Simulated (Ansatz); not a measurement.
# Sb (Pm-3m) in Ansatz: notebook

Runs on Sb. Level: PBEsol. Tasks: single point, band structure.

Program: Ansatz 0.2.0. These are calculated values, not measurements. Logs are shortened: lines on timing, memory, paths and dates and some standing lists are left out, and cuts for length are marked.

### Step 1. The structure

Symmetry: Pm-3m, No. 221, cubic system. The conventional cell has a = 3.160 Å, b = 3.160 Å, c = 3.160 Å, α = 90.00°, β = 90.00°, γ = 90.00°. Sb (site symmetry m-3m) is surrounded by 6 Sb at 3.16 Å.

This isn't the form of Sb at room conditions, which is rhombohedral.

### Step 2. Single point, PBEsol, 29.66 Å³/atom (volume scaled by 0.94)

The input, input.yaml:

```yaml
crystal:
  lattice:
    - [3.0954921035, 0.0, 0.0]
    - [0.0, 3.0954921035, 0.0]
    - [0.0, 0.0, 3.0954921035]
  atoms:
    - { symbol: Sb, position: [0.0, 0.0, 0.0] }
kpoints:
  mp_grid: { grid: [8, 8, 8] }
scf:
  occupations: { method: fermi_dirac, width: 0.05 }
hamiltonian:
  xc: pbesol
  pseudopotentials: { kind: all_electron, lapw: { basis_error: 0.0005 } }
output:
  forces: true
  stress: true
  eigenvalues: true
```

Potentials or basis: all-electron LAPW, scalar-relativistic.

Launch:

```
$ ansatz run input.yaml --threads 1 --pin off --max-ram 3072MiB --backend cpu --events-out ev --progress --plain --runs-dir out
```

The log of the run:

```text
Warning: RAYON_NUM_THREADS=1 ignored (pool sized by the plan → 1); use --threads N
LAPW: plane waves up to 7.448 Å⁻¹, error target 5.0e-4 eV per atom; small_component_spin mean_spin; Sb in spheres of 1.548 Å, 23 of its electrons in bands, Dirac shells [] (how accurate: hamiltonian.pseudopotentials.lapw.basis_error, Limitations)
Engine: ansatz 0.2.0, x86_64-unknown-linux-gnu
Pseudopotentials: kind: all_electron
Pseudopotential: Sb, LAPW, valence charge 23, lapw/all_electron/scalar/gaussian/Sb, Koelling and Harmon's equation, gaussian nucleus
Functional definition: PBEsol
  exchange = pbesol_x
  correlation = pbesol_c
Crystal: 1 atoms, lattice volume = 29.661 Å³
Basis set: ecut = 211.32975925838159 eV, 203 PW (Γ), exchange–correlation at level 2
Bands: 16, of which v1, the nominal top of the filled ones, is band 12 counted from 1 (11 counted from 0)
Symmetry: 48 space group operations
Space group: Pm-3m (ITA 221), of the structure as read, at distance tolerance 3.1e-5 Å
k-points: 35 of 512
Non-local potential: Sb, projectors of the file, none
Initial density: superposition of atomic densities (chi_scale 0.1, normalization cell)
Initial wavefunctions: plane waves of lowest kinetic energy (no species holds an atomic orbital)
Functional: x = pbesol(κ = 0.804, μ = 0.12345679012345678), c = pbesol(β = 0.046)
iter 1 solved again at ethr=6.69e-5 eV; its pass at ethr=1.00e-1 eV (dr2=1.54e-2 eV) is discarded
SCF iter   1: F=—  HF=-176291.770093 eV  |F-HF|=—  |Δ(HF+E_count)|=         —  Δρ=8.72e-3  dr2=1.54e-2  ethr=6.69e-5  ⟨swp⟩=3.2  Hψ=3946  notcnv=0
preconditioner: auto → LDOS  [insulator: Δε(μ)=0.286 eV  Ē_g=12.184 eV  σ=0.050 eV  W_gap=0.55  n_scr=6 (ndim 8)  ℏωp=15.2 eV  f_vac=0.020  D(μ)=0.99/eV (n_scr^D=6)  ε∞_Penn≈2.6  β→1.0]
iter 2 solved again at ethr=3.15e-6 eV; its pass at ethr=6.69e-5 eV (dr2=7.25e-4 eV) is discarded
SCF iter   2: F=—  HF=-176291.768089 eV  |F-HF|=—  |Δ(HF+E_count)|=   2.00e-3  Δρ=2.56e-3  dr2=7.26e-4  ethr=3.15e-6  ⟨swp⟩=2.0  Hψ=2669  notcnv=0
SCF iter   3: F=—  HF=-176291.767444 eV  |F-HF|=—  |Δ(HF+E_count)|=   6.45e-4  Δρ=6.34e-4  dr2=6.63e-5  ethr=3.15e-6  ⟨swp⟩=2.0  Hψ=1562  notcnv=0
SCF iter   4: F=—  HF=-176291.766451 eV  |F-HF|=—  |Δ(HF+E_count)|=   9.94e-4  Δρ=1.88e-4  dr2=9.86e-6  ethr=2.88e-7  ⟨swp⟩=2.0  Hψ=1562  notcnv=0
SCF iter   5: F=—  HF=-176291.766363 eV  |F-HF|=—  |Δ(HF+E_count)|=   8.81e-5  Δρ=4.20e-5  dr2=7.03e-7  ethr=4.29e-8  ⟨swp⟩=2.0  Hψ=1562  notcnv=0
SCF iter   6: F=-176291.766359 eV  HF=-176291.766359 eV  |F-HF|=3.48e-8  |Δ(HF+E_count)|=   3.25e-6  Δρ=7.99e-6  dr2=3.40e-8  ethr=3.06e-9  ⟨swp⟩=2.0  Hψ=1563  notcnv=0
SCF 1 converged in 6 iterations: F = -176291.766359 eV  dr2 = 3.40e-8
SCF converged after 6 iterations
Free energy (F): -176291.766359 eV
Harris-Foulkes:  -176291.766359 eV  (|F-HF|=3.48e-8)
Internal energy: -176291.759146 eV  (E = F + TS)
E sigma→0 (E₀):  -176291.762753 eV
Entropy (-TS):   -0.007213 eV (-7.213 meV/atom)
Fermi energy:    12.530521 eV
--- Per-component energies (eV) ---
  E_band       = -896.853254
  E_kinetic    = 185775.279859
  E_xc         = -4566.122060
  E_electrostatic = -357500.916946  (all electrons and nuclei)
  E_smearing   = -0.007213  (= −TS)
  E_closure    = 0.000000  (closes the sum)
  E_atoms      = -176287.264445  (free atoms, spherical and without spin; not in F)
  Σ components = -176291.766359   (vs F -176291.766359, Δ=0.00e0)
  Basis errors (estimates in eV, not in F): energy 1.7e-4 per atom: plane waves 1.6e-4 (8.5e-5 summed), levels above the bands 5.6e-62, relativity 3.2e-9, radial functions 6.8e-6, core shells 4.6e-10; eigenvalues (radial functions only) 5.4e-6; not estimated: angular momenta, meshes, grids; target (lapw.basis_error) 5.0e-4; muffin-tin radii Sb 1.548 Å
--- Forces (eV/Å), atoms counted from 1 ---
  atom   1  Sb    -0.00000000     0.00000000     0.00000000
  max |Σ_I F_I| component: 7.23e-31 eV/Å
--- Stress (GPa, compression-positive) ---
       -1.605712       0.000000       0.000000
        0.000000      -1.605712       0.000000
        0.000000       0.000000      -1.605712
  P = ⅓ Tr σ = -1.6057 GPa (-16.057 kbar)
--- Band table (eV; the first three rows and the last of 35) ---
  k-point 0: bands = ["-131.4643", "-84.4880", "-84.4880", "-84.4880", "-16.5254", "-16.5254", "-16.3429", "-16.3429", "-16.3429", "0.1462", "15.8634", "15.8634", "15.8634", "19.7386", "19.7386", "20.7636"]
  k-point 1: bands = ["-131.4643", "-84.4884", "-84.4879", "-84.4879", "-16.5244", "-16.5020", "-16.3497", "-16.3497", "-16.3424", "0.3733", "13.6364", "16.0860", "16.0860", "19.9301", "20.5444", "22.7705"]
  k-point 2: bands = ["-131.4642", "-84.4895", "-84.4879", "-84.4879", "-16.5220", "-16.4452", "-16.3660", "-16.3660", "-16.3411", "1.0323", "10.5897", "16.6981", "16.6981", "20.4986", "21.1774", "26.6770"]
  k-point 34: bands = ["-131.4639", "-84.4906", "-84.4906", "-84.4906", "-16.4395", "-16.4395", "-16.4395", "-16.2687", "-16.2687", "8.0541", "10.9739", "10.9739", "10.9739", "17.4550", "17.4550", "17.4550"]
```

Wall time 2.1 s (1 thread of Intel Xeon 6975P-C (Granite Rapids), shared host); peak memory 0.28 GiB.

What came out:

```
Free energy            : -176291.7664 eV
Pressure               : -1.6 GPa
Band gap on the k mesh : none (metal or under the smearing width)
```

### Step 3. Single point, PBEsol, 30.29 Å³/atom (volume scaled by 0.96)

input.yaml: that of step 2 with these lines changed.

```diff
@@ -2,5 +2,5 @@
   lattice:
-    - [3.0954921035, 0.0, 0.0]
-    - [0.0, 3.0954921035, 0.0]
-    - [0.0, 0.0, 3.0954921035]
+    - [3.117292062, 0.0, 0.0]
+    - [0.0, 3.117292062, 0.0]
+    - [0.0, 0.0, 3.117292062]
   atoms:
```

Potentials or basis: all-electron LAPW, scalar-relativistic.

Launch:

```
$ ansatz run input.yaml --threads 1 --pin off --max-ram 3072MiB --backend cpu --events-out ev --progress --plain --runs-dir out
```

It took 1.9 s on 1 thread of Intel Xeon 6975P-C (Granite Rapids), shared host; peak memory 0.26 GiB.

It converged, with:

| Property | Result |
| --- | --- |
| Free energy | -176291.7577 eV |
| Pressure | -2.8 GPa |
| Band gap on the k mesh | none (metal or under the smearing width) |

### Step 4. Single point, PBEsol, 30.92 Å³/atom (volume scaled by 0.98)

input.yaml: that of step 3 with these lines changed.

```diff
@@ -2,5 +2,5 @@
   lattice:
-    - [3.117292062, 0.0, 0.0]
-    - [0.0, 3.117292062, 0.0]
-    - [0.0, 0.0, 3.117292062]
+    - [3.1387913073, 0.0, 0.0]
+    - [0.0, 3.1387913073, 0.0]
+    - [0.0, 0.0, 3.1387913073]
   atoms:
```

Launch:

```
$ ansatz run input.yaml --threads 1 --pin off --max-ram 3072MiB --backend cpu --events-out ev --progress --plain --runs-dir out
```

Wall time 2.2 s (1 thread of Intel Xeon 6975P-C (Granite Rapids), shared host); peak memory 0.26 GiB.

The run converged. Its results:

```yaml
Free_energy: -176291.7448 eV
Pressure: -3.8 GPa
Band_gap_on_the_k_mesh: none (metal or under the smearing width)
```

### Step 5. Single point, PBEsol, 31.55 Å³/atom

input.yaml: that of step 4 with these lines changed.

```diff
@@ -2,5 +2,5 @@
   lattice:
-    - [3.1387913073, 0.0, 0.0]
-    - [0.0, 3.1387913073, 0.0]
-    - [0.0, 0.0, 3.1387913073]
+    - [3.16, 0.0, 0.0]
+    - [0.0, 3.16, 0.0]
+    - [0.0, 0.0, 3.16]
   atoms:
```

Launch:

```
$ ansatz run input.yaml --threads 1 --pin off --max-ram 3072MiB --backend cpu --events-out ev --progress --plain --runs-dir out
```

Wall time 2.2 s (1 thread of Intel Xeon 6975P-C (Granite Rapids), shared host); peak memory 0.28 GiB.

Results (log left out):

| Item | Value |
| --- | --- |
| Free energy | -176291.7282 eV |
| Pressure | -4.7 GPa |
| Band gap on the k mesh | none (metal or under the smearing width) |

### Step 6. Single point, PBEsol, 32.19 Å³/atom (volume scaled by 1.02)

input.yaml: that of step 5 with these lines changed.

```diff
@@ -2,5 +2,5 @@
   lattice:
-    - [3.16, 0.0, 0.0]
-    - [0.0, 3.16, 0.0]
-    - [0.0, 0.0, 3.16]
+    - [3.1809277622, 0.0, 0.0]
+    - [0.0, 3.1809277622, 0.0]
+    - [0.0, 0.0, 3.1809277622]
   atoms:
```

Potentials or basis: all-electron LAPW, scalar-relativistic.

Launch:

```
$ ansatz run input.yaml --threads 1 --pin off --max-ram 3072MiB --backend cpu --events-out ev --progress --plain --runs-dir out
```

It took 2.3 s on 1 thread of Intel Xeon 6975P-C (Granite Rapids), shared host; peak memory 0.29 GiB.

Results (log left out):

- Free energy: -176291.7083 eV
- Pressure: -5.4 GPa
- Band gap on the k mesh: none (metal or under the smearing width)

### Step 7. Single point, PBEsol, 32.82 Å³/atom (volume scaled by 1.04)

input.yaml: that of step 6 with these lines changed.

```diff
@@ -2,5 +2,5 @@
   lattice:
-    - [3.1809277622, 0.0, 0.0]
-    - [0.0, 3.1809277622, 0.0]
-    - [0.0, 0.0, 3.1809277622]
+    - [3.2015837161, 0.0, 0.0]
+    - [0.0, 3.2015837161, 0.0]
+    - [0.0, 0.0, 3.2015837161]
   atoms:
```

Launch:

```
$ ansatz run input.yaml --threads 1 --pin off --max-ram 3072MiB --backend cpu --events-out ev --progress --plain --runs-dir out
```

It took 2.3 s on 1 thread of Intel Xeon 6975P-C (Granite Rapids), shared host; peak memory 0.28 GiB.

It converged, with:

* Free energy: -176291.6854 eV
* Pressure: -6.1 GPa
* Band gap on the k mesh: none (metal or under the smearing width)

### Step 8. Single point, PBEsol, 33.45 Å³/atom (volume scaled by 1.06)

input.yaml: that of step 7 with these lines changed.

```diff
@@ -2,5 +2,5 @@
   lattice:
-    - [3.2015837161, 0.0, 0.0]
-    - [0.0, 3.2015837161, 0.0]
-    - [0.0, 0.0, 3.2015837161]
+    - [3.2219765189, 0.0, 0.0]
+    - [0.0, 3.2219765189, 0.0]
+    - [0.0, 0.0, 3.2219765189]
   atoms:
```

Launch:

```
$ ansatz run input.yaml --threads 1 --pin off --max-ram 3072MiB --backend cpu --events-out ev --progress --plain --runs-dir out
```

Wall time 2.2 s (1 thread of Intel Xeon 6975P-C (Granite Rapids), shared host); peak memory 0.28 GiB.

Results (log left out):

- Free energy: -176291.6600 eV
- Pressure: -6.7 GPa
- Band gap on the k mesh: none (metal or under the smearing width)

### Step 9. Band structure, PBEsol

The input, input.yaml:

```yaml
crystal:
  lattice:
    - [3.16, 0.0, 0.0]
    - [0.0, 3.16, 0.0]
    - [0.0, 0.0, 3.16]
  atoms:
    - { symbol: Sb, position: [0.0, 0.0, 0.0] }
kpoints:
  mp_grid: { grid: [8, 8, 8] }
  band_path:
    path:
      - [0.0, 0.0, 0.0]
      - [0.0, 0.5, 0.0]
      - [0.5, 0.5, 0.0]
      - [0.0, 0.0, 0.0]
      - [0.5, 0.5, 0.5]
      - [0.0, 0.5, 0.0]
    npoints: 12
scf:
  occupations: { method: fermi_dirac, width: 0.05 }
hamiltonian:
  xc: pbesol
  pseudopotentials: { kind: all_electron, lapw: { basis_error: 0.001 } }
output:
  forces: true
  stress: true
  eigenvalues: true
```

Potentials or basis: all-electron LAPW, scalar-relativistic.

Launch:

```
$ ansatz run input.yaml --threads 1 --pin off --max-ram 3072MiB --backend cpu --events-out ev --progress --plain --runs-dir out
```

Wall time 3.7 s (1 thread of Intel Xeon Platinum 8375C at 2.90GHz (Ice Lake), shared host); peak memory 0.27 GiB.

It converged, with:

| Quantity | Value |
| --- | --- |
| Free energy | -176291.7281 eV |
| Pressure | -4.7 GPa |
| Band gap along the path | none (metal or under the smearing width) |

Levels at the corners of the path, in eV from the Fermi level:
```csv
point,band 9,band 10,band 11,band 12,band 13,band 14
Γ,-28.84,-11.93,3.17,3.17,3.17,7.12
X,-28.83,-9.70,-5.16,5.00,5.00,9.38
M,-28.78,-7.37,-3.23,-3.23,2.39,6.82
Γ,-28.84,-11.93,3.17,3.17,3.17,7.12
R,-28.77,-4.83,-1.44,-1.44,-1.44,5.00
X,-28.83,-9.70,-5.16,5.00,5.00,9.38
```

Caveat: spin-orbit coupling is left out, which moves the levels of the heavy elements.

### Step 10. The reference run

An earlier run on the cell as given: functional PBEsol; potentials or basis all-electron LAPW, scalar-relativistic; cutoff 184 eV (chosen from the basis error); basis error allowed 0.001 eV/atom; k mesh 8 × 8 × 8; occupations fermi-dirac, width 0.05 eV; no spin polarisation.

- Pressure: -4.7 GPa
- Band gap on the k mesh: none (metal or under the smearing width)
